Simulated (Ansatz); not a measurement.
## Sm: single point with PBE

Sm:

```
CELL_PARAMETERS angstrom
1.81043 1.04526 8.74973
-1.81043 1.04526 8.74973
0.00000 -2.09051 8.74973
ATOMIC_POSITIONS crystal
Sm 0.22473 0.21458 0.22590
Sm 0.76866 0.77922 0.79012
Sm 0.98964 0.99300 0.01509
```

The cell isn't the ideal one: atoms moved at random, drawn with an rms of 0.05 Å.

```yaml
Program: Ansatz 0.2.0
Task: single point
Functional: PBE
Potentials_or_basis: Ansatz PAW
Cutoff: "420 eV (not typed: the program's choice for these potentials)"
k_mesh: 9 × 9 × 9
Occupations: fermi-dirac, width 0.05 eV
Spin: collinear spin, ferromagnetic start
Starting_moments: "[5.0, 5.0, 5.0] μB"
```

The pressure is 3.4 GPa. The band gap on the k mesh is none (metal or under the smearing width). The net moment is 19.45 μB per cell and the absolute moment is 19.45 μB per cell. The site moments are Sm +6.04, +6.07 μB.

Stress tensor (GPa, compression positive):
```
3.34 0.07 0.00
0.07 3.25 0.00
0.00 0.00 3.55
```

Levels at points of the mesh, in eV from the Fermi level:
Spin up:
```csv
k point,band 32,band 33,band 34,band 35,band 36,band 37
"(0.00, 0.00, 0.00)",-0.18,-0.16,-0.14,-0.03,-0.03,1.06
```
Spin down:
```
           k point  band 10  band 11  band 12  band 13  band 14  band 15  band 16  band 17  band 18  band 19
(0.00, 0.00, 0.00)   -16.96   -16.95   -16.93    -3.28    -1.13    -1.11     1.83     2.02     2.79     2.83
```

It took 8.3 min on 2 threads of Arm Neoverse V1, with other jobs on the host, peak memory 2.2 GiB.

Caveat: the magnetic or orbital state may not be the lowest; spin-orbit coupling is left out, which moves the levels of the heavy elements. The state reached can hang on the start; a lower one may exist.
